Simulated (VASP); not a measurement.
# Bi (Im-3m) in VASP: further runs

The runs below take Bi through single point, relaxation of cell and atoms, with PBE+D3(BJ).

Everything below comes from runs of VASP 6.6.1. Logs are shortened: lines on timing, memory, paths and dates and some standing lists are left out, and cuts for length are marked.

## Step 1: The structure

It takes space group Im-3m (No. 229, cubic). The conventional cell has a = 3.984 Å, b = 3.984 Å, c = 3.984 Å, α = 90.00°, β = 90.00°, γ = 90.00°. Around Bi (site symmetry m-3m) lie 8 Bi at 3.45 Å.

This isn't the form of Bi at room conditions, which is rhombohedral.

## Step 2: Single point, PBE+D3(BJ) (relaxed again under DFT PBE+D3(BJ), scalar-relativistic, plane waves, PAW)

The input, INCAR:

```
SYSTEM = Bi
PREC     = Accurate       ! precision mode
ENCUT    = 520            ! plane-wave cutoff, eV
EDIFF    = 1E-7           ! SCF threshold, eV
ISMEAR   = 0              ! smearing method
SIGMA    = 0.1            ! smearing width, eV
LREAL    = .FALSE.        ! projectors in reciprocal space
LASPH    = .TRUE.         ! aspherical terms in the spheres
NELM     = 100            ! most SCF steps
ALGO     = Normal         ! electronic algorithm
ISIF     = 2              ! what is computed and relaxed
LWAVE    = .FALSE.        ! write WAVECAR
LCHARG   = .FALSE.        ! write CHGCAR
GGA      = PE             ! functional
IVDW     = 12             ! dispersion correction
NBANDS   = 14             ! bands
```

The input, KPOINTS:

```
Automatic mesh
0
G
  16 16 16
  0 0 0
```

The input, POSCAR:

```
Bi
1.0
   -1.9596955235      1.9596955235      1.9596955235
    1.9596955235     -1.9596955235      1.9596955235
    1.9596955235      1.9596955235     -1.9596955235
Bi
1
Direct
    0.0000000000      0.0000000000      0.0000000000
```

Potentials or basis: VASP PAW PBE potentials, release 64 (Bi_d).

The run is started by

```sh
> cat potpaw_PBE.64/Bi_d/POTCAR > POTCAR
> mpirun -np 1 vasp_std > vasp.out
```

OUTCAR:

```text
SYSTEM = Bi
   PREC = Accurate
   ENCUT = 520
   EDIFF = 1E-7
   ISMEAR = 0
   LREAL = .FALSE.
   LASPH = .TRUE.
   NELM = 100
   ISIF = 2
   GGA = PE
   IVDW = 12
 IVDW          = 12

 ion  position               nearest neighbor table
   1  0.000  0.000  0.000-

  LATTYP: Found a body centered cubic cell.
 ALAT       =     3.9193910470

  Lattice vectors:

 A1 = (  -1.9596955235,   1.9596955235,   1.9596955235)
 A2 = (   1.9596955235,  -1.9596955235,   1.9596955235)
 A3 = (   1.9596955235,   1.9596955235,  -1.9596955235)

Analysis of symmetry for initial positions (statically):
=====================================================================
 Subroutine PRICEL returns:
 Original cell was already a primitive cell.

 Routine SETGRP: Setting up the symmetry group for a
 body centered cubic supercell.

 Subroutine GETGRP returns: Found 48 space group operations
 (whereof 48 operations were pure point group operations)
 out of a pool of 48 trial point group operations.

The static configuration has the point symmetry O_h .

Analysis of symmetry for dynamics (positions and initial velocities):
=====================================================================
 Subroutine PRICEL returns:
 Original cell was already a primitive cell.

 Routine SETGRP: Setting up the symmetry group for a
 body centered cubic supercell.

 Subroutine GETGRP returns: Found 48 space group operations
 (whereof 48 operations were pure point group operations)
 out of a pool of 48 trial point group operations.

The dynamic configuration has the point symmetry O_h .

 Subroutine INISYM returns: Found 48 space group operations
 (whereof 48 operations are pure point group operations),
 and found     1 'primitive' translations

----------------------------------------------------------------------------------------

                                     Primitive cell

  volume of cell :      30.1041

  direct lattice vectors                    reciprocal lattice vectors
    -1.959695523  1.959695523  1.959695523     0.000000000  0.255141676  0.255141676
     1.959695523 -1.959695523  1.959695523     0.255141676  0.000000000  0.255141676
     1.959695523  1.959695523 -1.959695523     0.255141676  0.255141676  0.000000000

  length of vectors
     3.394292214  3.394292214  3.394292214     0.360824818  0.360824818  0.360824818

  position of ions in fractional coordinates (direct lattice)
     0.000000000  0.000000000  0.000000000

  ion indices of the primitive-cell ions
   primitive index   ion index
                 1           1

----------------------------------------------------------------------------------------

 KPOINTS: Automatic mesh

Automatic generation of k-mesh.
 Grid dimensions read from file:
 generate k-points for:   16   16   16

 Generating k-lattice:

  Cartesian coordinates                     Fractional coordinates (reciprocal lattice)
     0.000000000  0.015946355  0.015946355     0.062500000  0.000000000  0.000000000
     0.015946355  0.000000000  0.015946355     0.000000000  0.062500000  0.000000000
     0.015946355  0.015946355  0.000000000     0.000000000  0.000000000  0.062500000

  Length of vectors
     0.022551551  0.022551551  0.022551551

  Shift w.r.t. Gamma in fractional coordinates (k-lattice)
     0.000000000  0.000000000  0.000000000

 Subroutine IBZKPT returns following result:
 ===========================================

 Found    145 irreducible k-points:

 Following reciprocal coordinates:
            Coordinates               Weight
  0.000000  0.000000  0.000000      1.000000
  0.062500  0.000000  0.000000     12.000000
  0.125000  0.000000  0.000000     12.000000
  0.187500  0.000000  0.000000     12.000000
  0.250000  0.000000  0.000000     12.000000
  0.312500  0.000000  0.000000     12.000000
[... 16 lines left out ...]
  0.187500  0.187500  0.000000     24.000000
  0.250000  0.187500  0.000000     48.000000
 [... further k-points ...]
   k-points           NKPTS =    145   k-points in BZ     NKDIM =    145   number of bands    NBANDS=     14
   number of dos      NEDOS =    301   number of ions     NIONS =      1
   total plane-waves  NPLWV =  21952
   dimension x,y,z NGX =    28 NGY =   28 NGZ =   28
   dimension x,y,z NGXF=    56 NGYF=   56 NGZF=   56
   ions per type =               1
   NGX,Y,Z   is equivalent  to a cutoff of  13.71, 13.71, 13.71 a.u.
   NGXF,Y,Z  is equivalent  to a cutoff of  27.43, 27.43, 27.43 a.u.
 SYSTEM =  Bi
   PREC   = accura    normal or accurate (medium, high low for compatibility)
   ISTART =      0    job   : 0-new  1-cont  2-samecut
   ICHARG =      2    charge: 1-file 2-atom 10-const
   ISPIN  =      1    spin polarized calculation?
   LNONCOLLINEAR =      F non collinear calculations
   LSORBIT =      F    spin-orbit coupling
   LASPH  =      T    aspherical Exc in radial PAW
   ENCUT  =  520.0 eV  38.22 Ry    6.18 a.u.   6.31  6.31  6.31*2*pi/ulx,y,z
   NELM   =    100;   NELMIN=  2; NELMDL= -5     # of ELM steps
   EDIFF  = 0.1E-06   stopping-criterion for ELM
   LREAL  =      F    real-space projection
   EDIFFG = 0.1E-05   stopping-criterion for IOM
   NSW    =      0    number of steps for IOM
   IBRION =     -1    ionic relax: 0-MD 1-quasi-New 2-CG
   NFREE  =      0    steps in history (QN), initial steepest desc. (CG)
   ISIF   =      2    stress and relaxation
   ISYM   =      2    0-nonsym 1-usesym 2-fastsym
   POTIM  = 0.5000    time-step for ionic-motion
   TEBEG  =    0.0;   TEEND  =   0.0 temperature during run
   PSTRESS=    0.0 pullay stress
   NELECT =      15.0000    total number of electrons
   NUPDOWN=      -1.0000    fix difference up-down
   EMIN   =  10.00;   EMAX   =-10.00  energy-range for DOS
   EFERMI =   0.00;   METHOD = LEGACY
   ISMEAR =     0;   SIGMA  =   0.10  broadening in eV -4-tet -1-fermi 0-gaus
   EFERMI_NEDOS =   21; number of points for ismear=-14 and -15
   IALGO  =     38    algorithm
   IMIX   =      4    mixing-type and parameters
     AMIX     =   0.40;   BMIX     =  1.00
     AMIX_MAG =   1.60;   BMIX_MAG =  1.00
  volume/ion in A,a.u.               =      30.10       203.15
  Fermi-wavevector in a.u.,A,eV,Ry     =   1.297866  2.452612 22.918431  1.684457
  Thomas-Fermi vector in A             =   2.429231
   LORBIT       =      0    0 simple, 1 ext, 2 COOP (PROOUT), +10 PAW based schemes
   GGA     = PE    functional components
   LHFCALC =     F    Hartree Fock is set to
   AEXX    =    0.0000 exact exchange contribution
   IVDW    =    12    specifies the selected vdW correction
   LEPSILON=     F    determine dielectric tensor
   LRPA    =     F    only Hartree local field effects (RPA)
 non-spin polarized calculation
 Gauss-broadening in eV      SIGMA  =   0.10
  energy-cutoff  :      520.00
  volume of cell :       30.10
 maximum number of plane-waves:       856
 NGX is ok and might be reduce to    28
   NGX = 13   NGY = 13   NGZ = 13

 number of electron      14.9999998 magnetization

 Free energy of the ion-electron system (eV)
  ---------------------------------------------------
  ext. energy  EPLUGINS =         0.00000000
  ---------------------------------------------------
  free energy    TOTEN  =        -3.74384212 eV

  energy without entropy =       -3.74023096  energy(sigma->0) =       -3.74203654

 E-fermi :   8.3266     XC(G=0): -10.4523

 val. band max:        8.2968195321   @ k =  -0.4375   0.5000   0.1250
 cond. band min:       8.3438807438   @ k =   0.3125   0.1250   0.0625
 fundamental gap:      0.0470612117
 Fermi energy:         8.3265773258

 k-point     1 :       0.0000    0.0000    0.0000
  band No.  band energies     occupation
      1     -14.7296      2.00000
      2     -14.7296      2.00000
      3     -14.7296      2.00000
      4     -14.5861      2.00000
      5     -14.5861      2.00000
      6      -5.4167      2.00000
      7      13.7022      0.00000
      8      13.7022      0.00000
      9      13.7022      0.00000
     10      17.9035      0.00000
     11      18.8212      0.00000
     12      18.8212      0.00000
     13      18.8212      0.00000
     14      20.2322      0.00000

 k-point     2 :       0.0625    0.0000    0.0000
  band No.  band energies     occupation
      1     -14.7313      2.00000
      2     -14.7267      2.00000
      3     -14.7208      2.00000
      4     -14.5881      2.00000
      5     -14.5864      2.00000
      6      -5.3425      2.00000
      7      12.8852      0.00000
      8      13.4628      0.00000
      9      13.6306      0.00000
     10      18.0102      0.00000
     11      18.4404      0.00000
     12      18.5956      0.00000
     13      18.7024      0.00000
     14      20.5606      0.00000

 k-point     3 :       0.1250    0.0000    0.0000
  band No.  band energies     occupation
      1     -14.7361      2.00000
      2     -14.7189      2.00000
      3     -14.6959      2.00000
      4     -14.5935      2.00000
      5     -14.5874      2.00000
      6      -5.1208      2.00000
      7      11.2266      0.00000
      8      12.8725      0.00000
      9      13.4221      0.00000
     10      17.0240      0.00000
     11      17.8296      0.00000
     12      18.5693      0.00000
     13      19.5938      0.00000
     14      21.3961      0.00000
[... 324 lines left out ...]
 k-point    23 :       0.1875    0.1875    0.0000
  band No.  band energies     occupation
      1     -14.7415      2.00000
      2     -14.6953      2.00000
      3     -14.6109      2.00000
      4     -14.5976      2.00000
      5     -14.5699      2.00000
      6      -3.5230      2.00000
      7       6.3460      2.00000
      8       9.1123      0.00000
      9      11.6814      0.00000
     10      16.5564      0.00000
     11      17.4363      0.00000
     12      20.0251      0.00000
     13      21.2496      0.00000
     14      22.8750      0.00000

 k-point    24 :       0.2500    0.1875    0.0000
  band No.  band energies     occupation
      1     -14.7439      2.00000
      2     -14.6851      2.00000
      3     -14.6085      2.00000
      4     -14.6008      2.00000
      5     -14.5473      2.00000
      6      -2.9260      2.00000
      7       5.2840      2.00000
      8       8.2008      1.92474
      9      11.3376      0.00000
     10      16.4132      0.00000
     11      17.8467      0.00000
     12      20.1556      0.00000
     13      22.3582      0.00000
     14      22.6601      0.00000

 [... further k-points ...]

------------------------ aborting loop because EDIFF is reached ----------------------------------------

 Edisp (eV)   -0.52351

 E8    (eV) :    -0.2572

  FORCE on cell =-STRESS in cart. coord.  units (eV):
  Direction    XX          YY          ZZ          XY          YZ          ZX
  --------------------------------------------------------------------------------------
  -------------------------------------------------------------------------------------
  Total      -0.02083    -0.02083    -0.02083     0.00000     0.00000     0.00000
  in kB      -1.10886    -1.10886    -1.10886     0.00000     0.00000     0.00000
  external pressure =       -1.11 kB  Pullay stress =        0.00 kB

 VOLUME and BASIS-vectors are now :
 -----------------------------------------------------------------------------
  energy-cutoff  :      520.00
  volume of cell :       30.10
      direct lattice vectors                 reciprocal lattice vectors
    -1.959695523  1.959695523  1.959695523     0.000000000  0.255141676  0.255141676
     1.959695523 -1.959695523  1.959695523     0.255141676  0.000000000  0.255141676
     1.959695523  1.959695523 -1.959695523     0.255141676  0.255141676  0.000000000

 POSITION                                       TOTAL-FORCE (eV/Angst)
 -----------------------------------------------------------------------------------
      0.00000      0.00000      0.00000        -0.000000     -0.000000     -0.000000
 -----------------------------------------------------------------------------------
    total drift:                               -0.000000     -0.000000     -0.000000

  FREE ENERGIE OF THE ION-ELECTRON SYSTEM (eV)
  ---------------------------------------------------
  free  energy   TOTEN  =        -4.2673564054 eV

  energy  without entropy=       -4.2637452488  energy(sigma->0) =       -4.26555083
```

Wall time 50 s (1 thread of Intel Xeon Platinum 8259CL at 2.50GHz (Skylake/Cascade Lake), shared host); peak memory 0.2 GiB.

Results:

* Free energy: -4.2674 eV
* Pressure: -0.1 GPa
* Band gap on the k mesh: none (metal or under the smearing width)
* Dispersion energy per atom: -0.524 eV

Caveat: spin-orbit coupling is left out, which moves the levels of the heavy elements; pairwise dispersion overbinds metals, which lowers pressure and volume.

(Continued in part 2 of 2.)
